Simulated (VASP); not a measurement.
Wanted: the native input for a VASP 6.6.1 run.

- Task: single point
- Functional: r2SCAN
- Potentials or basis: VASP PAW PBE potentials, release 64 (Ti_sv)
- Cutoff: 520 eV
- k mesh: 8 × 8 × 8
- Occupations: gaussian, width 0.1 eV
- Spin: no spin polarisation
- Dipole correction: no
- Further INCAR settings: ALGO = Normal; EDIFF = 1e-06; NBANDS = 12

Ti:

```
CELL_PARAMETERS angstrom
-1.42769 1.42769 2.17202
1.42769 -1.42769 2.17202
1.42769 1.42769 -2.17202
ATOMIC_POSITIONS crystal
Ti 0.00000 0.00000 0.00000
```

The cell was built by a generator and needn't be a form met in nature.

One way to write it, as run:

POSCAR

```
Ti
1.0
   -1.4276907929      1.4276907929      2.1720232679
    1.4276907929     -1.4276907929      2.1720232679
    1.4276907929      1.4276907929     -2.1720232679
Ti
1
Direct
    0.0000000000      0.0000000000      0.0000000000
```

INCAR.step1

```
  PREC = Accurate
  ENCUT = 520
  ISMEAR = 0
  SIGMA = 0.1
  LREAL = False
  LASPH = True
  NELM = 100
  NBANDS = 12
  GGA = PE
  ALGO = Normal
  EDIFF = 1E-4
  LWAVE = True
  LCHARG = False
```

INCAR.step2

```
  PREC = Accurate
  ENCUT = 520
  EDIFF = 1E-6
  ISMEAR = 0
  SIGMA = 0.1
  LREAL = False
  LASPH = True
  NELM = 100
  ALGO = Normal
  ISIF = 2
  LWAVE = False
  LCHARG = False
  METAGGA = R2SCAN
  LMIXTAU = True
  NBANDS = 12
  ISTART = 1
```

KPOINTS

```
regular mesh
0
Gamma
  8 8 8
```

Potentials or basis: VASP PAW PBE potentials, release 64 (Ti_sv).

Command:

```bash
$ cat potpaw_PBE.64/Ti_sv/POTCAR > POTCAR
$ cp INCAR.step1 INCAR
$ mpirun -np 1 vasp_std > vasp.out
$ cp INCAR.step2 INCAR
$ mpirun -np 1 vasp_std > vasp.out
```

It gave:

The pressure is -1.5 GPa. The band gap on the k mesh is none (metal or under the smearing width).

Caveat: the k mesh is coarse (spacing up to 0.39 Å⁻¹), so the values aren't converged; the PAW data sets were made with another functional, which shifts forces and pressure a little.

Wall time 39 s on 1 thread of Intel(R) Xeon(R) Platinum 8259CL CPU @ 2.50GHz (Skylake/Cascade Lake) (shared host), peak memory 0.15 GiB.
